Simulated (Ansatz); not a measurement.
BeO:
```
CELL_PARAMETERS angstrom
      2.69043     0.00000     0.00000
     -1.34522     2.32998     0.00000
      0.00000     0.00000     4.36993
ATOMIC_POSITIONS crystal
  Be 0.66667 0.33333 0.00013
  Be 0.33333 0.66667 0.50013
  O  0.66667 0.33333 0.37787
  O  0.33333 0.66667 0.87787
```

Relaxed with r²SCAN.

Question: Give the Bader charges and basin volumes of the independent atoms, r²SCAN in the plane-wave PAW code Ansatz.

Answer: 

| atom | Bader charge (e) | Bader volume (Å³) |
|---|---|---|
| Be1 | +1.76 | 1.4 |
| O3 | -1.76 | 12.3 |

Space group P6_3mc (wurtzite). The r²SCAN relaxation kept the symmetry of its start.

Potentials: the later of the program's two PAW sets.
